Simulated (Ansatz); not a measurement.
Crystal: Li.

```
Li
1.0
    -1.75465    1.75465    1.75465
     1.75465   -1.75465    1.75465
     1.75465    1.75465   -1.75465
Li
1
Direct
  0.00000 0.00000 0.00000
```

Base run:

- Program: Ansatz 0.2.0
- Functional: PBE
- Potentials or basis: Ansatz PAW
- Cutoff: 420 eV
- Density cutoff: 1680 eV
- k mesh: 11 × 11 × 11
- Occupations: fermi-dirac, width 0.05 eV
- Spin: no spin polarisation

Its results: band gap on the k mesh none (metal or under the smearing width); pressure -0.8 GPa.

Q: After a change of settings the same cell gave: band gap on the k mesh none (metal or under the smearing width); pressure -0.3 GPa. Which change was it?
A. functional from PBE to SVWN5; potentials or basis from Ansatz PAW to JTH PAW LDA; cutoff from 420 eV to 1200 eV; density cutoff from 1680 eV to 6000 eV
B. functional from PBE to LDA; occupations from fermi-dirac, width 0.05 eV to gaussian, width 0.05 eV
C. functional from PBE to RPBE

A: C.

RPBE binds less tightly than PBE, so the same cell stands under more pressure.

Caveats: the potentials were made for another functional, which shifts forces and pressure (some runs); the PAW data sets come from PBE, with cores solved anew for the run's functional, which leaves a small shift of forces and pressure (some runs).

Not every run made on this cell is shown here.
